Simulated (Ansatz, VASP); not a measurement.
# InAs: VASP beside Ansatz

One calculation is typed for both programs; each brings its own data sets. How far apart do they land? The cell is taken from a series of runs on this material, whose earlier steps may have relaxed, scaled, displaced or heated it; both programs get it as it stands.

Main program and level: Ansatz 0.2.0; plane waves, with VASP 6.6.1 beside it; zone-centre phonons at LDA.

**1. Set-up**

It takes space group I-4m2 (No. 119, tetragonal). Conventional cell: a = 4.389 Å, b = 4.389 Å, c = 5.815 Å, α = 90.00°, β = 90.00°, γ = 90.00°. Nearest to As lie 4 In at 2.63 Å. Nearest to In lie 4 As at 2.63 Å. Farther neighbours are not listed.

**2. Ansatz: zone-centre phonons, LDA**

Ansatz runs on its PAW soft_1 files.

Second derivatives magnify differences that forces hide, and they need a tight electronic threshold.

Contents of input.yaml:

```yaml
crystal:
  lattice:
    - [0.0, 3.1032989977, 2.9073015267]
    - [3.1032989977, 0.0, 2.9073015267]
    - [3.1032989977, 3.1032989977, 0.0]
  atoms:
    - { symbol: As, position: [0.75, 0.75, 0.75] }
    - { symbol: In, position: [0.0, 0.0, 0.0] }
kpoints:
  mp_grid: { grid: [12, 12, 12] }
hamiltonian:
  xc: lda
  pseudopotentials: { kind: paw, azcp: { folder: soft_1 }, xc_functional: pbe }
scf:
  occupations: { method: methfessel_paxton, width: 0.2 }
output:
  eigenvalues: true
phonons:
  method: dfpt
```

The run is started by

```
> ansatz run input.yaml --threads 4 --pin off --max-ram 10240MiB --backend cpu --events-out ev --progress --plain --runs-dir out
```

Numbers of over 12 decimals in the logs are rounded to 6 here.

The program printed:

```text
zone centre: on kpoints.mp_grid the ground state, and the responses unless they are solved on pairs of k-points, stand on 280 of the mesh's 1728 k-points, reduced under 4 symmetry operations, with k and −k counted as one. Each operation leaves every solved displacement unchanged or reverses it
Engine: ansatz 0.2.0, aarch64-unknown-linux-gnu
Pseudopotentials: kind: paw
Pseudopotential: As, paw, valence charge 15, recommended cutoff 420 eV (normal), soft_1/As.paw.azcp
Pseudopotential: In, paw, valence charge 13, recommended cutoff 420 eV (normal), soft_1/In.paw.azcp
Functional definition: SPW92
  exchange = slater_x
  correlation = pw_c
Crystal: 2 atoms, lattice volume = 55.997 Å³
Basis set: ecut = 420 eV, 1097 PW (Γ), exchange–correlation on 60×60×60 points (8 copies of the dense FFT grid, shifted against one another)
Bands: 18, of which v1, the nominal top of the filled ones, is band 14 counted from 1 (13 counted from 0)
Symmetry: 8 space group operations
k-points: 280 of 1728 (irreducible under 4 space group operations, time reversal used)
Non-local potential: As, projectors of the file, l = 0: 2, l = 1: 2, l = 2: 3, l = 3: 1
Non-local potential: In, projectors of the file, l = 0: 2, l = 1: 2, l = 2: 2, l = 3: 1
PAW form: soft (Blöchl's): semilocal exchange-correlation on the pseudo side does not see the compensation charge
PAW frozen core: As, regenerated for the run's functional, and the local potential with it (the file was generated under x = pbe(κ = 0.804, μ = 0.219515), c = pbe(β = 0.066725))
PAW frozen core: In, regenerated for the run's functional, and the local potential with it (the file was generated under x = pbe(κ = 0.804, μ = 0.219515), c = pbe(β = 0.066725))
PAW one-centre angular grid: As, 590 points (default); XC on 64 Gauss nodes
PAW one-centre angular grid: In, 590 points (default); XC on 64 Gauss nodes
Initial density: superposition of atomic densities (chi_scale 0.1, normalization cell, long waves kept (reshape's long-wave potential 0.00 eV rms))
Initial wavefunctions: pseudopotential atomic-orbital guess
Functional: x = slater, c = lda
SCF iter   1: F=—  HF=-10231.403305 eV  |F-HF|=—  |Δ(HF+E_count)|=         —  Δρ=2.73e-2  dr2=3.69e-1  ethr=3.10e-3  ⟨swp⟩=5.2  Hψ=25789  notcnv=0
preconditioner: auto → none  [insulator: Δε(μ)=0.179 eV  Ē_g=14.593 eV  σ=0.200 eV  W_gap=0.68  n_scr=14 (ndim 8)  ℏωp=21.1 eV  f_vac=0.009  D(μ)=0.04/eV (n_scr^D=0)  ε∞_Penn≈3.1]
SCF iter   2: F=—  HF=-10231.297517 eV  |F-HF|=—  |Δ(HF+E_count)|=   1.06e-1  S|Δr|=    0.00e0  Δρ=1.20e-2  dr2=6.09e-2  ethr=1.32e-3  ⟨swp⟩=2.0  Hψ=8351  notcnv=0
SCF iter   3: F=—  HF=-10231.282834 eV  |F-HF|=—  |Δ(HF+E_count)|=   1.47e-2  S|Δr|=    0.00e0  Δρ=2.40e-3  dr2=7.34e-3  ethr=2.17e-4  ⟨swp⟩=2.9  Hψ=9015  notcnv=0
SCF iter   4: F=—  HF=-10231.279873 eV  |F-HF|=—  |Δ(HF+E_count)|=   2.96e-3  S|Δr|=    0.00e0  Δρ=6.26e-4  dr2=1.07e-4  ethr=2.62e-5  ⟨swp⟩=2.2  Hψ=8882  notcnv=0
SCF iter   5: F=—  HF=-10231.279897 eV  |F-HF|=—  |Δ(HF+E_count)|=   2.39e-5  S|Δr|=    0.00e0  Δρ=1.66e-4  dr2=5.27e-6  ethr=3.82e-7  ⟨swp⟩=2.8  Hψ=8962  notcnv=0
SCF iter   6: F=—  HF=-10231.279902 eV  |F-HF|=—  |Δ(HF+E_count)|=   5.09e-6  S|Δr|=    0.00e0  Δρ=1.08e-5  dr2=2.77e-8  ethr=1.88e-8  ⟨swp⟩=2.0  Hψ=8933  notcnv=0
SCF iter   7: F=—  HF=-10231.279902 eV  |F-HF|=—  |Δ(HF+E_count)|=   9.18e-8  S|Δr|=    0.00e0  Δρ=4.92e-6  dr2=1.23e-8  ethr=9.88e-11  ⟨swp⟩=2.0  Hψ=8963  notcnv=0
SCF iter   8: F=—  HF=-10231.279902 eV  |F-HF|=—  |Δ(HF+E_count)|=   8.78e-9  S|Δr|=    0.00e0  Δρ=6.03e-7  dr2=8.84e-11  ethr=4.38e-11  ⟨swp⟩=2.0  Hψ=8960  notcnv=0
SCF iter   9: F=-10231.279902 eV  HF=-10231.279902 eV  |F-HF|=3.64e-12  |Δ(HF+E_count)|=  1.82e-12  S|Δr|=    0.00e0  Δρ=9.14e-8  dr2=2.17e-12  ethr=1.00e-12  ⟨swp⟩=5.4  Hψ=20565  notcnv=0
SCF 1 converged in 9 iterations: F = -10231.279902 eV  dr2 = 2.17e-12
  greatest PAW one-centre occupation: 0.999 electrons in one spin orbital (limit 2), on the As atom at site 0 (counted from 0), in its partial waves of l = 2
DFPT response loops at Γ: preconditioner auto → Kerker (q_TF=auto, 2.431 Å⁻¹) (partly filled bands, converged f_vac=0.089); β = 1.00, the filter's whole step (`scf.mixing.beta` (0.50) is not read by the response loops under this deck's `scf.mixing.preconditioner`; to damp them name `kerker` or `kerker_dos`, under which they read `scf.mixing.beta`, and type it under 1.00, their step now; both keys bind the ground state too); Broyden in place of MSR1
SCF converged after 9 iterations
Stability not checked: this state was not tested for a lower state beside it, because cold or Methfessel-Paxton smearing, or corrected tetrahedra, fill the levels in a way that the test cannot read (fill_not_monotonic; see scf.lower_state_search)
Free energy (F): -10231.279902 eV
Harris-Foulkes:  -10231.279902 eV  (|F-HF|=3.64e-12)
Internal energy: -10231.280362 eV  (E = F + TS)
E sigma→0 (E₀):  -10231.280017 eV
Entropy (-TS):   0.000460 eV (0.230 meV/atom)
Fermi energy:    7.287109 eV
Step filling:    the computed levels leave a gap of 0.1831 eV = 0.9 smearing widths at the electron count; against every level under it full and every level over it empty, smearing changes F+E_penalty+E_count by +0.200 meV and its σ→0 estimate by +0.085 meV
--- Per-component energies (eV) ---
  E_band       = -331.200165
  E_kinetic    = 317.788794
  E_local      = -3500.260495  (includes V_loc(G=0)·N_el)
  E_nonlocal   = -59.497579
  E_hartree    = 1736.103932
  E_xc         = -212.032268
  E_vxc        = -164.287727  (∫ρ·V_xc dr)
  E_paw        = -6001.762004  (= ΣΔE_a)
  E_vpaw       = -397.151100  (= ΣTr[D̂ρ^β])
  E_aug_tail   = 0.000081  (compensation charges beyond the density's cutoff)
  E_ewald      = -2513.980587
  E_core_change = 2.359764  (= ΣΔE_core)
  E_smearing   = 0.000460  (= −TS)
  E_closure    = 0.000000  (closes the sum)
  Σ components = -10231.279902   (vs F -10231.279902, Δ=0.00e0)
--- Band table (eV; the first three rows and the last of 280) ---
  k-point 0: bands = [... 10 lower, -4.6551, 6.6640, 7.0922, 7.0922, 7.3748, 10.9526, 11.0883, 11.0883]
  k-point 1: bands = [... 10 lower, -4.5838, 5.7641, 6.9930, 7.1917, 7.8529, 10.9513, 11.2128, 11.2304]
  k-point 2: bands = [... 10 lower, -4.3783, 4.5822, 6.7516, 7.0037, 8.2445, 11.1867, 11.4785, 11.6518]
  k-point 279: bands = [... 10 lower, -2.5781, 1.5735, 4.6680, 4.6680, 8.4569, 8.7678, 16.2285, 16.2285]
--- Phonons (Γ-DFPT): 4 representative perturbations + reference, on 280 of 1728 k-points (Σ response iterations 13) ---
  k mesh reduced under 4 symmetry operations, with k and −k counted as one. Each operation leaves every solved displacement unchanged or reverses it
  ASR residual: 4.084e-5 → 0.000e0 eV/Å²; symmetrization residual: 2.149e-5 eV/Å²
  ASR residual per site (eV/Å²): 4.08e-5 1.50e-5
  Γ frequencies (cm⁻¹): 0.00 0.00 0.00 204.45 207.74 207.74
  non-analytic LO–TO correction: not included (Born effective charges unavailable; polar crystals: no LO–TO splitting at Γ)
```

Reading the cycles: dr2 is the Hartree energy of the density residual (eV), the measure of convergence; HF is the Harris–Foulkes estimate of the energy, which meets the free energy F at convergence.

[end of part 1 of 2]

[Lines on the potential files, build, host, timing and source positions are cut from VASP's logs without a mark.]

[Logs are printed without paths, hosts, clocks, repeated set-up lines and the standing remarks that a program may print on its own settings, such as how far it seeks lower states.]

[Hosts, paths, dates, database ids (printed as entryN), source tags and the programs' standing remarks are cut or masked in the printed files.]
